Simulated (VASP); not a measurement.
## VASP 6.6.1 run: Mg$_{2}$Sn

INCAR

```
IBRION = -1
NSW = 0
LDAU = .TRUE.
LWAVE = .FALSE.
LDAUL = 2 2 2
LDAUU = 4 4 4
PREC = Accurate
ENCUT = 520
ISMEAR = -1
GGA = PE
LREAL = .FALSE.
ISIF = 2
LASPH = .TRUE.
NBANDS = 16
EDIFF = 1E-7
SIGMA = 0.02
NELM = 83
LDAUTYPE = 2
LCHARG = .FALSE.
```

KPOINTS

```
KPOINTS created by Atomic Simulation Environment
0
Gamma
6 6 6
0 0 0
```

POSCAR

```
Sn Mg
 1.0000000000000000
    -0.0000000000000000    3.3799352820842841    3.3799352820842841
     3.3799352820842841    0.0000000000000000    3.3799352820842841
     3.3799352820842841    3.3799352820842841   -0.0000000000000000
 Sn  Mg
   1   2
Cartesian
  0.0000000000000000 -0.0000000000000000  0.0000000000000000
  1.6899676410421418  1.6899676410421418  1.6899676410421418
  5.0699029231264250  5.0699029231264250  5.0699029231264250
```

The recommended PBE PAW datasets give the neutral cell 18 valence electrons.

Command

```
mpirun -np 1 vasp_std
```

**Question.** How does this run end, and what does it give?

**Answer.** It converged. Results: gap between bands v and c on the k mesh -0.34 eV (bands overlap: a metal); least direct gap on the k mesh 1.37 eV; pressure 1.1 GPa. Band v is the last that the valence electrons fill when counted band by band, and c is the next.

OSZICAR

```
N       E                     dE             d eps       ncg     rms          rms(c)
DAV:   1     0.957814579828E+02    0.95781E+02   -0.85271E+03   512   0.121E+03
DAV:   2     0.128076136952E+01   -0.94501E+02   -0.91900E+02   536   0.295E+02
DAV:   3    -0.730221129903E+01   -0.85830E+01   -0.85386E+01   640   0.803E+01
DAV:   4    -0.753598644549E+01   -0.23378E+00   -0.23375E+00   640   0.139E+01
DAV:   5    -0.754496462614E+01   -0.89782E-02   -0.89780E-02   736   0.255E+00    0.330E+00
DAV:   6    -0.729853782323E+01    0.24643E+00   -0.21107E-01   640   0.182E+00    0.177E+00
DAV:   7    -0.723355555616E+01    0.64982E-01   -0.18046E-01   608   0.276E+00    0.479E-01
DAV:   8    -0.723560371741E+01   -0.20482E-02   -0.12546E-02   664   0.123E+00    0.190E-01
DAV:   9    -0.723579253311E+01   -0.18882E-03   -0.74177E-04   616   0.312E-01    0.447E-02
DAV:  10    -0.723583379734E+01   -0.41264E-04   -0.68627E-05   640   0.509E-02    0.170E-02
DAV:  11    -0.723583711148E+01   -0.33141E-05   -0.57872E-06   616   0.158E-02    0.473E-03
DAV:  12    -0.723583823398E+01   -0.11225E-05   -0.38721E-06   536   0.970E-03    0.265E-03
DAV:  13    -0.723583820988E+01    0.24096E-07   -0.18507E-07   624   0.208E-03
   1 F= -.72358382E+01 E0= -.72358310E+01  d E =-.144856E-04
```

Standard output (part)

```
POSCAR found type information on POSCAR SnMg
 POSCAR found :  2 types and       3 ions
 LDA part: xc-table for (Slater+PW92), standard interpolation
 POSCAR, INCAR and KPOINTS ok, starting setup
 WAVECAR not read
 entering main loop
```

These settings aren't sound, so the numbers aren't properties of the crystal.

The fault: wrong count of Hubbard values.

On sound settings PBE gives a gap of -0.16 eV on its mesh and a pressure of 0.9 GPa for the intended cell. This run's energy (σ→0) differs from it by 55 meV an atom.
